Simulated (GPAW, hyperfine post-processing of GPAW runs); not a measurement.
# MnZnF4: isotropic lines and sites in a paramagnetic 67Zn spectrum

Calculated values: DFT, revPBE+U, plane-wave PAW, GPAW setups, collinear spin, scalar-relativistic (GPAW), contact and point-dipole shifts scaled to 298 K with Θ = 0 K (a pure Curie law); spin-only moments, above the ordering temperature.

```xyz
12
Lattice="5.2025 0.0000 0.0000 -0.0004 5.2885 0.0000 -2.4642 -2.5665 5.1969" Properties=species:S:1:pos:R:3 pbc="T T T"
Zn    0.0902    0.0876    2.5803
Zn    2.6342    2.6249    2.5821
Mn    5.1974    2.6463    0.0035
Mn    0.1377    2.7169    5.1708
F     3.7399    3.6929    1.3198
F     1.2572    1.1179    3.9099
F    -0.9601   -0.9354    3.9466
F     1.6176   -1.5239    3.8688
F     1.4273    1.5753    1.3532
F     4.0505    1.0448    1.2830
F     1.1276    4.2417    1.2671
F    -1.3335    1.6841    3.8536
```

67Zn MAS at 7.05 T (18.8 MHz), 40 kHz, 298 K; contact and dipolar shift alone, no orbital or quadrupolar part; lines under 1.5 % of the strongest are left out. Lines of the NMR spectrum (strongest = 100):

```
position (ppm)  intensity
       11737.9        3.5
       13293.9        3.5
       13863.4        100
       15419.4        100
       15988.9        2.9
       17544.9        2.9
```

**Question.** Which lines are isotropic ones rather than spinning sidebands, and which Zn atoms give them?

Sidebands are spaced by 2126 ppm (the spinning rate over the resonance of 18.8 MHz). An isotropic line need not be the tallest: it is the area-weighted centre of its own family of sidebands, and the one that stays put when the rate is changed. Isotropic shifts: 15419 ppm for atom 1 (8 Mn through links of 97 to 105° (6), 112 to 121° (6) and 121 to 124° (2)), reduced anisotropy 1449 ppm; 13863 ppm for atom 2 (8 Mn through links of 97 to 104° (6), 112 to 121° (7) and 124° (1)), reduced anisotropy 1455 ppm. The families' total areas stand as 1:1; where areas are equal the match rests on the calculation.

[Logs are printed without paths, hosts, clocks, repeated set-up lines and the standing remarks that a program may print on its own settings, such as how far it seeks lower states.]

[Hosts, paths, dates, database ids (printed as entryN), source tags and the programs' standing remarks are cut or masked in the printed files.]
